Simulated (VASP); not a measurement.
Input of a VASP 6.6.1 run:

File INCAR:

```
PREC = Accurate
ENCUT = 520
EDIFF = 1E-7
ISMEAR = 0
SIGMA = 0.1
LREAL = F
LASPH = T
NELM = 80
ALGO = Fast
ISIF = 2
LWAVE = F
LCHARG = T
GGA = PE
LELF = T
LVHAR = T
NBANDS = 10
```

KPOINTS

```
regular mesh
0
Gamma
  26 26 26
```

POSCAR

```
B
1.0
    0.0000000000      1.7030170406      2.7003261514
    1.4768255945      0.0000000000      2.7003261514
    1.4768255945      1.7030170406      0.0000000000
B
2
Direct
    0.1569561065      0.1569561065      0.8430438935
    0.8430438935      0.8430438935      0.1569561065
```

Potentials or basis: VASP PAW PBE potentials, release 64 (B).

Command:

```bash
$ cat potpaw_PBE.64/B/POTCAR > POTCAR
$ mpirun -np 1 vasp_std > vasp.out
```

Estimate the band gap on the k mesh.

none (metal or under the smearing width).

What does it give for the pressure?

0.0 GPa.

Stress tensor (GPa, compression positive):
```
 0.01  0.00  0.00
 0.00 -0.12  0.00
 0.00  0.00  0.06
```
